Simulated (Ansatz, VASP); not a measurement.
## NaF (Villiaumite) in two plane-wave programs

Wanted: the spread between two codes on one cell, functional and k mesh.

Calculated with Ansatz 0.2.0; plane waves, with VASP 6.6.1 beside it; relaxation of cell and atoms at PBEsol.

The database entry behind the starting cell differs from later determinations by our own check (0.1 to 0.3 % short, probably kX units), so it need not match the best structure at ambient conditions.

## Step 1: The structure

The structure is cubic, space group Fm-3m (No. 225). The conventional cell has a = 4.620 Å, b = 4.620 Å, c = 4.620 Å, α = 90.00°, β = 90.00°, γ = 90.00°. Nearest to Na lie 6 F at 2.31 Å. F has 6 Na at 2.31 Å nearest. Farther neighbours and most contacts between anions are not listed.

## Step 2: Ansatz: relaxation of cell and atoms, PBEsol

Ansatz runs on its default PAW (the set named soft_2) files.

The relaxed volume is the usual yardstick between codes: its relative difference is about their pressure difference at one cell divided by the bulk modulus.

input.yaml

```yaml
crystal:
  lattice:
    - [0.0, 2.31, 2.31]
    - [2.31, 0.0, 2.31]
    - [2.31, 2.31, 0.0]
  atoms:
    - { symbol: Na, position: [0.0, 0.0, 0.0] }
    - { symbol: F, position: [0.5, 0.5, 0.5] }
hamiltonian:
  xc: pbesol
  pseudopotentials: { kind: paw }
kpoints:
  mp_grid: { grid: [10, 10, 10] }
scf:
  occupations: { method: fermi_dirac, width: 0.05 }
relax:
  f_tol: 0.01
  max_steps: 60
  cell: { stress_tol: 0.05 }
output:
  forces: true
  stress: true
```

Run with:

```console
ansatz run input.yaml --threads 4 --pin off --max-ram 9216MiB --backend cpu --events-out ev --progress --plain --runs-dir out
```

Numbers of over 12 decimals in the logs are rounded to 6 here.

What it wrote:

```text
Engine: ansatz 0.2.0, x86_64-unknown-linux-gnu
Pseudopotentials: kind: paw
Pseudopotential: Na, paw, valence charge 9, recommended cutoff 420 eV (normal), Na.paw.azcp
Pseudopotential: F, paw, valence charge 7, recommended cutoff 420 eV (normal), F.paw.azcp
Functional definition: PBEsol
  exchange = pbesol_x
  correlation = pbesol_c
Crystal: 2 atoms, lattice volume = 24.653 Å³
Basis set: ecut = 420 eV, 531 PW (Γ), exchange–correlation on 48×48×48 points (8 copies of the dense FFT grid, shifted against one another)
Bands: 12, of which v1, the nominal top of the filled ones, is band 8 counted from 1 (7 counted from 0)
Symmetry: 48 space group operations
Space group: Fm-3m (ITA 225), of the structure as read, at distance tolerance 2.9e-5 Å
k-points: 47 of 1000
Non-local potential: Na, projectors of the file, l = 0: 3, l = 1: 2, l = 2: 1
Non-local potential: F, projectors of the file, l = 0: 2, l = 1: 2, l = 2: 1
PAW form: soft (Blöchl's): semilocal exchange-correlation on the pseudo side does not see the compensation charge
PAW frozen core: Na, regenerated for the run's functional, and the local potential with it (the file was generated under x = pbe(κ = 0.804, μ = 0.219515), c = pbe(β = 0.066725))
PAW frozen core: F, regenerated for the run's functional, and the local potential with it (the file was generated under x = pbe(κ = 0.804, μ = 0.219515), c = pbe(β = 0.066725))
PAW one-centre angular grid: Na, 110 points (default); XC on 64 Gauss nodes
PAW one-centre angular grid: F, 110 points (default); XC on 64 Gauss nodes
Initial density: superposition of atomic densities (neutral atoms: chi_scale 0, normalization atom), corrected by the library's trained network
Initial wavefunctions: pseudopotential atomic-orbital guess
Functional: x = pbesol(κ = 0.804, μ = 0.123457), c = pbesol(β = 0.046)
SCF iter   1: F=—  HF=-2278.929635 eV  |F-HF|=—  |Δ(HF+E_count)|=         —  Δρ=1.16e-2  dr2=2.01e-2  ethr=1.77e-3  ⟨swp⟩=5.1  Hψ=3124  notcnv=0
preconditioner: auto → none  [insulator: Δε(μ)=6.070 eV  Ē_g=26.154 eV  σ=0.050 eV  W_gap=1.00  n_scr=8 (ndim 8)  ℏωp=28.0 eV  f_vac=0.108  D(μ)=0.00/eV (n_scr^D=0)  ε∞_Penn≈2.1]
SCF iter   2: F=—  HF=-2278.923241 eV  |F-HF|=—  |Δ(HF+E_count)|=   6.39e-3  Δρ=4.92e-3  dr2=3.28e-3  ethr=1.25e-4  ⟨swp⟩=2.0  Hψ=1285  notcnv=0
SCF iter   3: F=—  HF=-2278.922235 eV  |F-HF|=—  |Δ(HF+E_count)|=   1.01e-3  Δρ=4.79e-4  dr2=3.78e-5  ethr=2.05e-5  ⟨swp⟩=2.0  Hψ=843  notcnv=0
SCF iter   4: F=—  HF=-2278.922248 eV  |F-HF|=—  |Δ(HF+E_count)|=   1.29e-5  Δρ=1.15e-4  dr2=7.57e-7  ethr=2.36e-7  ⟨swp⟩=2.0  Hψ=940  notcnv=0
SCF iter   5: F=—  HF=-2278.922250 eV  |F-HF|=—  |Δ(HF+E_count)|=   2.99e-6  Δρ=4.90e-5  dr2=4.29e-7  ethr=4.73e-9  ⟨swp⟩=2.0  Hψ=892  notcnv=0
SCF iter   6: F=-2278.922250 eV  HF=-2278.922250 eV  |F-HF|=6.40e-9  |Δ(HF+E_count)|=   7.63e-8  Δρ=7.50e-6  dr2=9.93e-9  ethr=6.25e-10  ⟨swp⟩=3.0  Hψ=1960  notcnv=0
SCF 1 converged in 6 iterations: F = -2278.922250 eV  dr2 = 9.93e-9
  greatest PAW one-centre occupation: 0.999 electrons in one spin orbital (limit 2), on the Na atom at site 0 (counted from 0), in its partial waves of l = 0
relax step   1: F+E_penalty+E_count = -2278.92225041 eV  Δ(F+E_penalty+E_count) = +0.000e0 eV  max|allowed force component| = 1.603e-29 eV/Å  Δτ_max = 0.0000 Å  P = +0.289 GPa  Ω = 24.653 Å³  (6 SCF iters, dr2 threshold 1.00e-7 eV, accepted)
[...]
relax step   2: F+E_penalty+E_count = -2278.92216646 eV  Δ(F+E_penalty+E_count) = +8.395e-5 eV  max|allowed force component| = 7.001e-30 eV/Å  Δτ_max = 0.0000 Å  P = +0.176 GPa  Ω = 24.702 Å³  energy of the carried Pulay correction = -1.552e-4 eV  (4 SCF iters, dr2 threshold 2.00e-7 eV, accepted)
[...]
relax step   3: F+E_penalty+E_count = -2278.92196514 eV  Δ(F+E_penalty+E_count) = +2.013e-4 eV  max|allowed force component| = 8.365e-30 eV/Å  Δτ_max = 0.0000 Å  P = +0.001 GPa  Ω = 24.780 Å³  energy of the carried Pulay correction = -3.993e-4 eV  (4 SCF iters, dr2 threshold 7.76e-8 eV, accepted)
[...]
relax step   4: F+E_penalty+E_count = -2278.92243295 eV  Δ(F+E_penalty+E_count) = -4.678e-4 eV  max|allowed force component| = 1.378e-29 eV/Å  Δτ_max = 0.0000 Å  P = +0.036 GPa  Ω = 24.780 Å³  stress off target by 3.59e-2 GPa  SCF on the basis re-selected at this cell (its energy is not comparable with the rows above)  (6 SCF iters)
basis re-selected at this cell: Δ(F+E_penalty+E_count) = -4.678e-4 eV, ΔP = +0.035 GPa vs the last step (what re-selecting the basis moved, of the pressure what is left beyond the Pulay correction that the steps carried, after the strain that the cell walked since its last selection, with what the two solves' SCF thresholds leave and, on support functions, any second-order correction that the steps lacked; it is no m [...]
SCF converged after 6 iterations
Free energy (F): -2278.922433 eV
Harris-Foulkes:  -2278.922433 eV  (|F-HF|=4.55e-13)
Internal energy: -2278.922433 eV  (E = F + TS)
E sigma→0 (E₀):  -2278.922433 eV
Fermi energy:    4.150890 eV
--- Per-component energies (eV) ---
  E_band       = -232.548172
  E_kinetic    = 328.477738
  E_local      = -1688.833388  (includes V_loc(G=0)·N_el)
  E_nonlocal   = 189.834469
  E_hartree    = 597.499921
  E_xc         = -118.096754
  E_vxc        = -152.459173  (∫ρ·V_xc dr)
  E_paw        = -447.020404  (= ΣΔE_a)
  E_vpaw       = -104.569641  (= ΣTr[D̂ρ^β])
  E_aug_tail   = 0.001978  (compensation charges beyond the density's cutoff)
  E_ewald      = -1140.883130
  E_core_change = 0.097136  (= ΣΔE_core)
  E_smearing   = -0.000000  (= −TS)
  E_closure    = 0.000000  (closes the sum)
  Σ components = -2278.922433   (vs F -2278.922433, Δ=0.00e0)
--- Forces (eV/Å), atoms counted from 1 ---
  atom   1  Na    -0.00000000     0.00000000     0.00000000
  atom   2  F      0.00000000    -0.00000000    -0.00000000
  max |Σ_I F_I| component: 2.71e-29 eV/Å
--- Stress (GPa, compression-positive) ---
        0.035910      -0.000000      -0.000000
       -0.000000       0.035910      -0.000000
       -0.000000      -0.000000       0.035910
  P = ⅓ Tr σ = 0.0359 GPa (0.359 kbar)
--- Relaxed structure (3 steps of the walk, 3 accepted, 1 SCFs on fresh bases) ---
  F+E_penalty+E_count = -2278.92243295 eV   max|allowed force component| = 1.378e-29 eV/Å   (the final SCF, on the basis selected at the relaxed cell)
  cell:  # Å, volume = 24.7797 Å³
    - [0, 2.313956, 2.313956]
    - [2.313956, 0, 2.313956]
    - [2.313956, 2.313956, 0]
  atoms:
    - { symbol: Na, position: [0, 0, 0] }
    - { symbol: F, position: [0.5, 0.5, 0.5] }
```

Run time: 5.8 s. Hardware: 4 threads of AMD EPYC 9R45, shared host; peak memory 0.43 GiB; 2.2 s of CPU time.

## Step 3: VASP: relaxation of cell and atoms, PBEsol

The same cell, functional, mesh and smearing now go to VASP, with its own data sets and cutoff.

Lines of VASP's logs that name or quote its potential files are left out, and so is its time.

INCAR

```
SYSTEM = NaF
PREC = Accurate
ENCUT = 560
EDIFF = 1E-06
NELM = 100
ISMEAR = -1
SIGMA = 0.05
LREAL = .FALSE.
ALGO = Normal
GGA = PS
NBANDS = 13
LORBIT = 11
LWAVE = .FALSE.
LCHARG = .FALSE.
KPAR = 2
IBRION = 2
NSW = 60
ISIF = 3
EDIFFG = -0.01
```

POSCAR

```
NaF
1.0
    0.0000000000      2.3100000000      2.3100000000
    2.3100000000      0.0000000000      2.3100000000
    2.3100000000      2.3100000000      0.0000000000
Na F
1 1
Direct
    0.0000000000      0.0000000000      0.0000000000
    0.5000000000      0.5000000000      0.5000000000
```

KPOINTS

```
Automatic mesh
0
Gamma
10 10 10
0 0 0
```

PAW data sets: Na_pv and F (PBE family, release 64).

Run with:

```console
mpirun -np 2 vasp_std
```

What it wrote:

```text
[banner, memory and clock lines left out]
running    2 mpi-ranks, on    1 nodes
 distrk:  each k-point on    1 cores,    2 groups
 distr:  one band on    1 cores,    1 groups

 POSCAR found type information on POSCAR NaF
 POSCAR found :  2 types and       2 ions
|                                                                             |
|               ----> ADVICE to this user running VASP <----                  |
|                                                                             |
|     You enforced a specific xc type in the INCAR file but a different       |
|     [... a line on the potential file left out ...]
|     I HOPE YOU KNOW WHAT YOU ARE DOING!                                     |
|                                                                             |

 LDA part: xc-table for (Slater+PW92), standard interpolation
 POSCAR, INCAR and KPOINTS ok, starting setup
 FFT: planning ... GRIDC
 FFT: planning ... GRID_SOFT
 FFT: planning ... GRID
 WAVECAR not read
 entering main loop
       N       E                     dE             d eps       ncg     rms          rms(c)
DAV:   1     0.115059861033E+03    0.11506E+03   -0.82199E+03  1237   0.138E+03
DAV:   2    -0.353167672730E+01   -0.11859E+03   -0.10923E+03  1317   0.373E+02
DAV:   3    -0.948691871890E+01   -0.59552E+01   -0.59412E+01  1517   0.771E+01
DAV:   4    -0.953688295819E+01   -0.49964E-01   -0.49962E-01  1342   0.760E+00
DAV:   5    -0.953740919321E+01   -0.52624E-03   -0.52623E-03  1497   0.777E-01    0.491E+00
DAV:   6    -0.878458515480E+01    0.75282E+00   -0.27571E+00  1442   0.157E+01    0.181E+00
DAV:   7    -0.876981808922E+01    0.14767E-01   -0.28111E-02  1232   0.222E+00    0.102E+00
DAV:   8    -0.876854108449E+01    0.12770E-02   -0.25456E-02  1242   0.368E+00    0.144E-01
DAV:   9    -0.876906453303E+01   -0.52345E-03   -0.42228E-03  1472   0.665E-01    0.111E-01
DAV:  10    -0.876894828425E+01    0.11625E-03   -0.90750E-04  1292   0.366E-01    0.132E-02
DAV:  11    -0.876895089862E+01   -0.26144E-05   -0.41873E-05  1322   0.146E-01    0.606E-03
DAV:  12    -0.876895115802E+01   -0.25940E-06   -0.52059E-06  1441   0.341E-02
   1 F= -.87689512E+01 E0= -.87689512E+01  d E =-.876895E+01
 curvature:   0.00 expect dE= 0.000E+00 dE for cont linesearch  0.000E+00
 trial: gam= 0.00000 g(F)=  0.690E-59 g(S)=  0.111E-03 ort = 0.000E+00 (trialstep = 0.100E+01)
 search vector abs. value=  0.111E-03
 bond charge predicted
       N       E                     dE             d eps       ncg     rms          rms(c)
DAV:   1    -0.877010451309E+01   -0.11536E-02   -0.18516E-02  1482   0.208E+00    0.256E-01
DAV:   2    -0.876915001305E+01    0.95450E-03   -0.34166E-03  1507   0.593E-01    0.689E-02
DAV:   3    -0.876908542996E+01    0.64583E-04   -0.15052E-04  1392   0.259E-01    0.352E-02
DAV:   4    -0.876905737922E+01    0.28051E-04   -0.19713E-05  1492   0.153E-01    0.621E-03
DAV:   5    -0.876905589042E+01    0.14888E-05   -0.33052E-06  1024   0.271E-02    0.153E-03
DAV:   6    -0.876905553375E+01    0.35667E-06   -0.43085E-07   641   0.119E-02
   2 F= -.87690555E+01 E0= -.87690555E+01  d E =-.104376E-03
 trial-energy change:   -0.000104  1 .order   -0.000087   -0.000111   -0.000064
 step:   1.3448(harm=  2.3674)  dis= 0.00000  next Energy=    -8.769067 (dE=-0.116E-03)
 bond charge predicted
       N       E                     dE             d eps       ncg     rms          rms(c)
DAV:   1    -0.876920088377E+01   -0.14499E-03   -0.21817E-03  1477   0.715E-01    0.877E-02
DAV:   2    -0.876908915773E+01    0.11173E-03   -0.40111E-04  1502   0.203E-01    0.237E-02
DAV:   3    -0.876908132415E+01    0.78336E-05   -0.17657E-05  1387   0.893E-02    0.121E-02
DAV:   4    -0.876907763599E+01    0.36882E-05   -0.22765E-06  1080   0.527E-02    0.209E-03
DAV:   5    -0.876907740720E+01    0.22879E-06   -0.40157E-07   616   0.101E-02
   3 F= -.87690774E+01 E0= -.87690774E+01  d E =-.126249E-03
 curvature:  -0.52 expect dE=-0.712E-05 dE for cont linesearch -0.712E-05
 trial: gam=-0.22789 g(F)=  0.262E-59 g(S)=  0.136E-04 ort = 0.388E-04 (trialstep = 0.107E+01)
 search vector abs. value=  0.168E-05
 reached required accuracy - stopping structural energy minimisation
```

OUTCAR, selected parts (step 3):

```text
ion  position               nearest neighbor table
   1  0.000  0.000  0.000-   2 2.31   2 2.31   2 2.31   2 2.31   2 2.31   2 2.31
   2  0.500  0.500  0.500-   1 2.31   1 2.31   1 2.31   1 2.31   1 2.31   1 2.31

  LATTYP: Found a face centered cubic cell.
 ALAT       =     4.6200000000

 Subroutine GETGRP returns: Found 48 space group operations
 (whereof 48 operations were pure point group operations)

The static configuration has the point symmetry O_h .

 Found     47 irreducible k-points:

   k-points           NKPTS =     47   k-points in BZ     NKDIM =     47   number of bands    NBANDS=     13

   dimension x,y,z NGX =    28 NGY =   28 NGZ =   28
   dimension x,y,z NGXF=    56 NGYF=   56 NGZF=   56

   ENCUT  =  560.0 eV  41.16 Ry    6.42 a.u.   6.30  6.30  6.30*2*pi/ulx,y,z

   NELECT =      14.0000    total number of electrons

 k-points in reciprocal lattice and weights: Automatic mesh
   0.00000000  0.00000000  0.00000000       0.001
   0.10000000  0.00000000  0.00000000       0.008
   0.20000000  0.00000000  0.00000000       0.008
   0.30000000  0.00000000  0.00000000       0.008
   0.40000000  0.00000000  0.00000000       0.008
   0.50000000  0.00000000  0.00000000       0.004
   0.10000000  0.10000000  0.00000000       0.006
   0.20000000  0.10000000  0.00000000       0.024
   0.30000000  0.10000000  0.00000000       0.024
[...]
-0.30000000  0.40000000  0.20000000       0.024
  -0.30000000  0.50000000  0.20000000       0.012

 average (electrostatic) potential at core
       1 -46.6195       2 -77.3045

 E-fermi :  -1.0989

 k-point     1 :       0.0000    0.0000    0.0000
  band No.  band energies     occupation
    ...
      3     -20.9076      2.00000
      4     -20.9076      2.00000
      5      -2.1541      2.00000
      6      -2.1541      2.00000
      7      -2.1541      2.00000
      8       4.0344      0.00000
      9      16.7264      0.00000
     10      16.7264      0.00000
     11      16.7264      0.00000
     12      19.4206      0.00000
    ...

 k-point     2 :       0.1000    0.0000    0.0000
  band No.  band energies     occupation
    ...
      3     -20.9088      2.00000
      4     -20.7613      2.00000
      5      -2.3575      2.00000
      6      -2.1797      2.00000
      7      -2.1797      2.00000
      8       4.3968      0.00000
      9      15.4041      0.00000
     10      16.8840      0.00000
     11      16.8840      0.00000
     12      20.9055      0.00000
    ...

 k-point     3 :       0.2000    0.0000    0.0000
  band No.  band energies     occupation
    ...
      3     -20.9120      2.00000
      4     -20.5352      2.00000
      5      -2.8232      2.00000
      6      -2.2458      2.00000
      7      -2.2458      2.00000
      8       5.3255      0.00000
      9      13.6336      0.00000
     10      17.2804      0.00000
     11      17.2804      0.00000
     12      20.7784      0.00000
    ...

  Total        0.0137316      0.0137316      0.0137316      0.0000000      0.0000000      0.0000000
  in kB        0.8890267      0.8890267      0.8890267      0.0000000      0.0000000      0.0000000
  external PRESSURE =       0.8890267 kB  Pullay stress =       0.0000000 kB

  energy-cutoff  :      560.00
  volume of cell :       24.75
      direct lattice vectors                 reciprocal lattice vectors
     0.000000000  2.312928978  2.312928978    -0.216176115  0.216176115  0.216176115
     2.312928978  0.000000000  2.312928978     0.216176115 -0.216176115  0.216176115
     2.312928978  2.312928978 -0.000000000     0.216176115  0.216176115 -0.216176115

 POSITION                                       TOTAL-FORCE (eV/Angst)
 -----------------------------------------------------------------------------------
      0.00000      0.00000      0.00000         0.000000      0.000000      0.000000
      2.31293      2.31293      2.31293        -0.000000     -0.000000     -0.000000
 -----------------------------------------------------------------------------------
    total drift:                                0.000000      0.000000      0.000000

  FREE ENERGIE OF THE ION-ELECTRON SYSTEM (eV)
  ---------------------------------------------------
  free  energy   TOTEN  =        -8.7690774072 eV

  energy  without entropy=       -8.7690774071  energy(sigma->0) =       -8.76907741

 reached required accuracy - stopping structural energy minimisation

 total charge
# of ion       s       p       d       tot
------------------------------------------
    1        0.051   5.997   0.000   6.048
    2        1.723   4.370   0.000   6.093
--------------------------------------------------
tot          1.774  10.367   0.000  12.141

[... 3 further parts left out ...]
```

The run keeps the 48 symmetry operations of its start, so it cannot find a distortion of lower symmetry.

## Step 4: Side by side

Known differences besides the potentials themselves: both relaxations stop at a tolerance, which leaves soft axes loose, and VASP keeps its plane-wave basis; the data sets hold 16 valence electrons in Ansatz (default PAW (the set named soft_2) files) and 14 in VASP; the cutoff is 420 eV in Ansatz and 560 eV in VASP; Ansatz makes its cores anew for this functional, VASP keeps those of its PBE data sets; VASP leaves aspherical gradient terms in its spheres out (LASPH is not set), Ansatz keeps them; Ansatz adds a Pulay correction to the stress that steers its cell, VASP none. Total energies have different zeros and are not compared.

The two programs side by side:

| quantity | Ansatz | VASP | difference |
| --- | --- | --- | --- |
| volume (Å³) | 24.78 | 24.75 | +0.13 % |
| edge a after relaxation, in the typed setting (Å) | 3.272 | 3.271 | +0.04 % |

The walks stopped with 0.04 GPa left in Ansatz and 0.09 GPa in VASP; each walk ends within a tolerance, so the volume difference is uncertain by about these residues over the bulk modulus, most in soft cells.

## Step 5: Summary of results

* difference in volume (relaxation of cell and atoms, PBEsol): 0.13 %

The difference in volume is 0.13 % (relaxation of cell and atoms, PBEsol), within the 1.2 % picked in this series as the mark of a large difference, as far as the stopping tolerances let one tell. How closely two codes agree says nothing of how well the functional describes the real material.

[Lines on the potential files, build, host, timing and source positions are cut from VASP's logs without a mark.]

[Logs are printed without paths, hosts, clocks, repeated set-up lines and the standing remarks that a program may print on its own settings, such as how far it seeks lower states.]

[Hosts, paths, dates, database ids (printed as entryN), source tags and the programs' standing remarks are cut or masked in the printed files.]
